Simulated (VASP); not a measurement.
A run of VASP 6.6.1:

The input INCAR:

```
SYSTEM = Al3GaN4
  PREC = Accurate
  ENCUT = 600
  EDIFF = 1E-8
  ISMEAR = 0
  SIGMA = 0.03
  LREAL = .False.
  LASPH = .True.
  NELM = 80
  ALGO = Fast
  ISIF = 2
  LWAVE = .False.
  LCHARG = .False.
  GGA = PS
  LEPSILON = .True.
  KPAR = 4
```

The input KPOINTS:

```
Automatic mesh
0
Monkhorst
  12 8 8
  0 0 0
```

POSCAR

```
Al3GaN4                                 
1.0
    1.5646703675      2.7100885774     -0.0000000000
   -0.0013330956      0.0007696632      5.0418930116
    4.6902988851     -2.7079453274     -0.0016583246
  Ga              Al              N             
     1     3     4
Direct
     0.5000000000000000    0.0009898518998261    0.8337517909457332
     1.0000000000000000    0.0001908501874730    0.3326465100651851
     0.5000000000000000    0.4993821145148032    0.1683239941104844
     1.0000000000000000    0.4994888517103930    0.6652140412307298
     0.5000000000000000    0.3891787059132059    0.8336849900650227
     1.0000000000000000    0.3780489783735823    0.3328500228623957
     0.5000000000000000    0.8773370246054510    0.1736416479155328
     1.0000000000000000    0.8753836227952756    0.6598870028049163
```

Potentials or basis: VASP PAW PBE potentials, release 64 (Ga_d, Al, N).

The run is started by

```bash
$ cat potpaw_PBE.64/Ga_d/POTCAR potpaw_PBE.64/Al/POTCAR potpaw_PBE.64/N/POTCAR > POTCAR
$ mpirun -np 4 vasp_std > vasp.out
```

Hardware: 4 MPI ranks on Intel(R) Xeon(R) 6975P-C (Granite Rapids), with other jobs on the host.

Problem. Estimate the wall time of this run.

Solution. Run time: 18 min on 4 MPI ranks on Intel(R) Xeon(R) 6975P-C (Granite Rapids), with other jobs on the host, peak memory 2.2 GiB a rank. Counts: scf iterations 154, k points 192.
